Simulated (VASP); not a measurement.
# Al (Fm-3m) in VASP: notebook

Runs on Al. Level: PBE. Tasks: relaxation of cell and atoms.

All numbers are computed with VASP 6.6.1; they aren't measurements. Logs are shortened: lines on timing, memory, paths and dates and some standing lists are left out, and cuts for length are marked.

### 1 The structure

The structure is cubic, space group Fm-3m (No. 225). Conventional cell: a = 4.050 Å, b = 4.050 Å, c = 4.050 Å, α = 90.00°, β = 90.00°, γ = 90.00°. Al (site symmetry m-3m) has 12 Al at 2.86 Å as nearest neighbours.

### 2 Relaxation of cell and atoms, PBE

File INCAR:

```
PREC = Accurate ; ENCUT = 300
EDIFF = 1E-6 ; ISMEAR = 1
SIGMA = 0.1 ; LREAL = F
LASPH = T ; NELM = 80
ALGO = Normal ; ISIF = 3
LWAVE = F ; LCHARG = F
GGA = PE ; IBRION = 2
NSW = 90 ; EDIFFG = -0.01
```

File KPOINTS:

```
regular mesh
0
Gamma
  8 8 8
```

File POSCAR:

```
Al
1.0
    0.0000000000      2.0248050000      2.0248050000
    2.0248050000      0.0000000000      2.0248050000
    2.0248050000      2.0248050000      0.0000000000
Al
1
Direct
    0.0000000000      0.0000000000      0.0000000000
```

Potentials or basis: VASP PAW PBE potentials, release 64 (Al).

Run with:

```
$ cat potpaw_PBE.64/Al/POTCAR > POTCAR
$ mpirun -np 1 vasp_std > vasp.out
```

OUTCAR:

```text
PREC = Accurate
   ENCUT = 300
   EDIFF = 1E-6
   ISMEAR = 1
   LREAL = F
   LASPH = T
   NELM = 80
   ISIF = 3
   GGA = PE
   IBRION = 2
   NSW = 90
   EDIFFG = -0.01

 ion  position               nearest neighbor table
   1  0.000  0.000  0.000-

  LATTYP: Found a face centered cubic cell.
 ALAT       =     4.0496100000

  Lattice vectors:

 A1 = (   0.0000000000,   2.0248050000,   2.0248050000)
 A2 = (   2.0248050000,   0.0000000000,   2.0248050000)
 A3 = (   2.0248050000,   2.0248050000,   0.0000000000)

Analysis of symmetry for initial positions (statically):
=====================================================================
 Subroutine PRICEL returns:
 Original cell was already a primitive cell.

 Routine SETGRP: Setting up the symmetry group for a
 face centered cubic supercell.

 Subroutine GETGRP returns: Found 48 space group operations
 (whereof 48 operations were pure point group operations)
 out of a pool of 48 trial point group operations.

The static configuration has the point symmetry O_h .

Analysis of symmetry for dynamics (positions and initial velocities):
=====================================================================
 Subroutine PRICEL returns:
 Original cell was already a primitive cell.

 Routine SETGRP: Setting up the symmetry group for a
 face centered cubic supercell.

 Subroutine GETGRP returns: Found 48 space group operations
 (whereof 48 operations were pure point group operations)
 out of a pool of 48 trial point group operations.

The dynamic configuration has the point symmetry O_h .

 Subroutine INISYM returns: Found 48 space group operations
 (whereof 48 operations are pure point group operations),
 and found     1 'primitive' translations

----------------------------------------------------------------------------------------

                                     Primitive cell

  volume of cell :      16.6027

  direct lattice vectors                    reciprocal lattice vectors
     0.000000000  2.024805000  2.024805000    -0.246937359  0.246937359  0.246937359
     2.024805000  0.000000000  2.024805000     0.246937359 -0.246937359  0.246937359
     2.024805000  2.024805000  0.000000000     0.246937359  0.246937359 -0.246937359

  length of vectors
     2.863506692  2.863506692  2.863506692     0.427708053  0.427708053  0.427708053

  position of ions in fractional coordinates (direct lattice)
     0.000000000  0.000000000  0.000000000

  ion indices of the primitive-cell ions
   primitive index   ion index
                 1           1

----------------------------------------------------------------------------------------

 KPOINTS: regular mesh

Automatic generation of k-mesh.
 Grid dimensions read from file:
 generate k-points for:    8    8    8

 Generating k-lattice:

  Cartesian coordinates                     Fractional coordinates (reciprocal lattice)
    -0.030867170  0.030867170  0.030867170     0.125000000  0.000000000  0.000000000
     0.030867170 -0.030867170  0.030867170     0.000000000  0.125000000  0.000000000
     0.030867170  0.030867170 -0.030867170     0.000000000  0.000000000  0.125000000

  Length of vectors
     0.053463507  0.053463507  0.053463507

  Shift w.r.t. Gamma in fractional coordinates (k-lattice)
     0.000000000  0.000000000  0.000000000

 Subroutine IBZKPT returns following result:
 ===========================================

 Found     29 irreducible k-points:

 Following reciprocal coordinates:
            Coordinates               Weight
  0.000000  0.000000  0.000000      1.000000
  0.125000  0.000000  0.000000      8.000000
  0.250000  0.000000  0.000000      8.000000
  0.375000  0.000000  0.000000      8.000000
  0.500000  0.000000  0.000000      4.000000
  0.125000  0.125000  0.000000      6.000000
[... 16 lines left out ...]
  0.500000  0.250000  0.125000     48.000000
 -0.375000  0.250000  0.125000     24.000000
 [... further k-points ...]
   k-points           NKPTS =     29   k-points in BZ     NKDIM =     29   number of bands    NBANDS=      5
   number of dos      NEDOS =    301   number of ions     NIONS =      1
   total plane-waves  NPLWV =   4096
   dimension x,y,z NGX =    16 NGY =   16 NGZ =   16
   dimension x,y,z NGXF=    32 NGYF=   32 NGZF=   32
   ions per type =               1
   NGX,Y,Z   is equivalent  to a cutoff of   9.29,  9.29,  9.29 a.u.
   NGXF,Y,Z  is equivalent  to a cutoff of  18.58, 18.58, 18.58 a.u.
 SYSTEM =  unknown system
   PREC   = accura    normal or accurate (medium, high low for compatibility)
   ISTART =      0    job   : 0-new  1-cont  2-samecut
   ICHARG =      2    charge: 1-file 2-atom 10-const
   ISPIN  =      1    spin polarized calculation?
   LNONCOLLINEAR =      F non collinear calculations
   LSORBIT =      F    spin-orbit coupling
   LASPH  =      T    aspherical Exc in radial PAW
   ENCUT  =  300.0 eV  22.05 Ry    4.70 a.u.   4.04  4.04  4.04*2*pi/ulx,y,z
   NELM   =     80;   NELMIN=  2; NELMDL= -5     # of ELM steps
   EDIFF  = 0.1E-05   stopping-criterion for ELM
   LREAL  =      F    real-space projection
   EDIFFG = -.1E-01   stopping-criterion for IOM
   NSW    =     90    number of steps for IOM
   IBRION =      2    ionic relax: 0-MD 1-quasi-New 2-CG
   NFREE  =      1    steps in history (QN), initial steepest desc. (CG)
   ISIF   =      3    stress and relaxation
   ISYM   =      2    0-nonsym 1-usesym 2-fastsym
   POTIM  = 0.5000    time-step for ionic-motion
   TEBEG  =    0.0;   TEEND  =   0.0 temperature during run
   PSTRESS=    0.0 pullay stress
   NELECT =       3.0000    total number of electrons
   NUPDOWN=      -1.0000    fix difference up-down
   EMIN   =  10.00;   EMAX   =-10.00  energy-range for DOS
   EFERMI =   0.00;   METHOD = LEGACY
   ISMEAR =     1;   SIGMA  =   0.10  broadening in eV -4-tet -1-fermi 0-gaus
   EFERMI_NEDOS =   21; number of points for ismear=-14 and -15
   IALGO  =     38    algorithm
   IMIX   =      4    mixing-type and parameters
     AMIX     =   0.40;   BMIX     =  1.00
     AMIX_MAG =   1.60;   BMIX_MAG =  1.00
  volume/ion in A,a.u.               =      16.60       112.04
  Fermi-wavevector in a.u.,A,eV,Ry     =   0.925526  1.748991 11.654733  0.856599
  Thomas-Fermi vector in A             =   2.051390
   LORBIT       =      0    0 simple, 1 ext, 2 COOP (PROOUT), +10 PAW based schemes
   GGA     = PE    functional components
   LHFCALC =     F    Hartree Fock is set to
   AEXX    =    0.0000 exact exchange contribution
   IVDW    =     0    specifies the selected vdW correction
   LEPSILON=     F    determine dielectric tensor
   LRPA    =     F    only Hartree local field effects (RPA)
 conjugate gradient relaxation of ions
 non-spin polarized calculation
 Methfessel and Paxton  Order N= 1 SIGMA  =   0.10
  energy-cutoff  :      300.00
  volume of cell :       16.60
 maximum number of plane-waves:       206
   NGX =  9   NGY =  9   NGZ =  9

--------------------------------------- Ionic step        1  -------------------------------------------

 number of electron       3.0000000 magnetization

 Free energy of the ion-electron system (eV)
  ---------------------------------------------------
  ext. energy  EPLUGINS =         0.00000000
  ---------------------------------------------------
  free energy    TOTEN  =        -3.73565025 eV

  energy without entropy =       -3.73456122  energy(sigma->0) =       -3.73528724

------------------------ aborting loop because EDIFF is reached ----------------------------------------

  FORCE on cell =-STRESS in cart. coord.  units (eV):
  Direction    XX          YY          ZZ          XY          YZ          ZX
  --------------------------------------------------------------------------------------
  -------------------------------------------------------------------------------------
  Total       -0.0506805     -0.0506805     -0.0506805      0.0000000     -0.0000000     -0.0000000
  in kB       -4.8907102     -4.8907102     -4.8907102      0.0000000     -0.0000000     -0.0000000
  external PRESSURE =      -4.8907102 kB  Pullay stress =       0.0000000 kB

 VOLUME and BASIS-vectors are now :
 -----------------------------------------------------------------------------
  energy-cutoff  :      300.00
  volume of cell :       16.60
      direct lattice vectors                 reciprocal lattice vectors
     0.000000000  2.024805000  2.024805000    -0.246937359  0.246937359  0.246937359
     2.024805000  0.000000000  2.024805000     0.246937359 -0.246937359  0.246937359
     2.024805000  2.024805000  0.000000000     0.246937359  0.246937359 -0.246937359
[... 36 lines left out ...]
 POSITION                                       TOTAL-FORCE (eV/Angst)
 -----------------------------------------------------------------------------------
      2.01985     -0.00000      2.01985        -0.000000     -0.000000     -0.000000
 -----------------------------------------------------------------------------------
    total drift:                               -0.000000     -0.000000     -0.000000

  FREE ENERGIE OF THE ION-ELECTRON SYSTEM (eV)
  ---------------------------------------------------
  free  energy   TOTEN  =        -3.7358002752 eV

  energy  without entropy=       -3.7346877575  energy(sigma->0) =       -3.73542944

--------------------------------------- Ionic step        3  -------------------------------------------

 number of electron       3.0000000 magnetization

 Free energy of the ion-electron system (eV)
  ---------------------------------------------------
  ext. energy  EPLUGINS =         0.00000000
  ---------------------------------------------------
  free energy    TOTEN  =        -3.73580695 eV

  energy without entropy =       -3.73469880  energy(sigma->0) =       -3.73543757

 E-fermi :   8.0920     XC(G=0): -10.1949

 val. band max:        7.6788456922   @ k =  -0.2500   0.3750   0.1250
 cond. band min:       8.1393531912   @ k =   0.5000   0.2500   0.1250
 fundamental gap:      0.4605074990
 Fermi energy:         8.0920366268

 k-point     1 :       0.0000    0.0000    0.0000
  band No.  band energies     occupation
      1      -3.1323      2.00000
      2      20.6597      0.00000
      3      20.6597      0.00000
      4      20.6597      0.00000
      5      22.1131      0.00000

 k-point     2 :       0.1250    0.0000    0.0000
  band No.  band energies     occupation
      1      -2.7080      2.00000
      2      16.3326      0.00000
      3      19.6988      0.00000
      4      19.6988      0.00000
      5      22.7314      0.00000

 k-point     3 :       0.2500    0.0000    0.0000
  band No.  band energies     occupation
      1      -1.4427      2.00000
      2      11.4449      0.00000
      3      18.9242      0.00000
      4      18.9242      0.00000
      5      22.3696      0.00000
[... 153 lines left out ...]
 k-point    23 :       0.5000    0.2500    0.1250
  band No.  band energies     occupation
      1       1.7397      2.00000
      2       8.1394      0.28999
      3      12.5852      0.00000
      4      14.6521      0.00000
      5      20.7909      0.00000

 k-point    24 :      -0.3750    0.2500    0.1250
  band No.  band energies     occupation
      1       4.4559      2.00000
      2       4.7170      2.00000
      3      12.9794      0.00000
      4      13.4588      0.00000
      5      21.3133      0.00000

 [... further k-points ...]
[... 5 lines left out ...]
  --------------------------------------------------------------------------------------
  -------------------------------------------------------------------------------------
  Total        0.0007913      0.0007913      0.0007913      0.0000000      0.0000000      0.0000000
  in kB        0.0768280      0.0768280      0.0768280      0.0000000      0.0000000      0.0000000
  external PRESSURE =       0.0768280 kB  Pullay stress =       0.0000000 kB

 VOLUME and BASIS-vectors are now :
 -----------------------------------------------------------------------------
  energy-cutoff  :      300.00
  volume of cell :       16.50
      direct lattice vectors                 reciprocal lattice vectors
     0.000000000  2.020694648  2.020694648    -0.247439662  0.247439662  0.247439662
     2.020694648 -0.000000000  2.020694648     0.247439662 -0.247439662  0.247439662
     2.020694648  2.020694648 -0.000000000     0.247439662  0.247439662 -0.247439662

 POSITION                                       TOTAL-FORCE (eV/Angst)
 -----------------------------------------------------------------------------------
      0.00000      0.00000      0.00000         0.000000      0.000000      0.000000
 -----------------------------------------------------------------------------------
    total drift:                                0.000000     -0.000000     -0.000000

  FREE ENERGIE OF THE ION-ELECTRON SYSTEM (eV)
  ---------------------------------------------------
  free  energy   TOTEN  =        -3.7358069533 eV

  energy  without entropy=       -3.7346988028  energy(sigma->0) =       -3.73543757

 reached required accuracy - stopping structural energy minimisation
```

Wall time 1.4 s (1 thread of Intel Xeon 6975P-C (Granite Rapids), shared host); peak memory 0.1 GiB.

Results:

| Quantity | Value |
| --- | --- |
| Free energy | -3.7358 eV |
| Relaxed volume | 16.50 Å³/atom |
| Relaxed cell | a = 2.858 Å, b = 2.858 Å, c = 2.858 Å, α = 60.00°, β = 60.00°, γ = 60.00° |
| Space group after relaxing (to 0.05 Å) | Fm-3m (No. 225) |
| Energy gained by relaxing | 0.2 meV/atom |
| Ionic steps | 3 |
| Pressure after relaxing | 0.0 GPa |
| Band gap on the k mesh | none (metal or under the smearing width) |

The path:
```csv
step,energy change (eV),largest force (eV/Å),pressure (GPa),volume (Å³)
1,0.0000,0.0000,-0.49,16.60
2,-0.0002,0.0000,0.10,16.48
3,-0.0002,0.0000,0.01,16.50
```

Final structure:
```
CELL_PARAMETERS angstrom
0.00000 2.02069 2.02069
2.02069 0.00000 2.02069
2.02069 2.02069 0.00000
ATOMIC_POSITIONS crystal
Al 0.00000 0.00000 0.00000
```

(Part 1 of 2 ends here.)
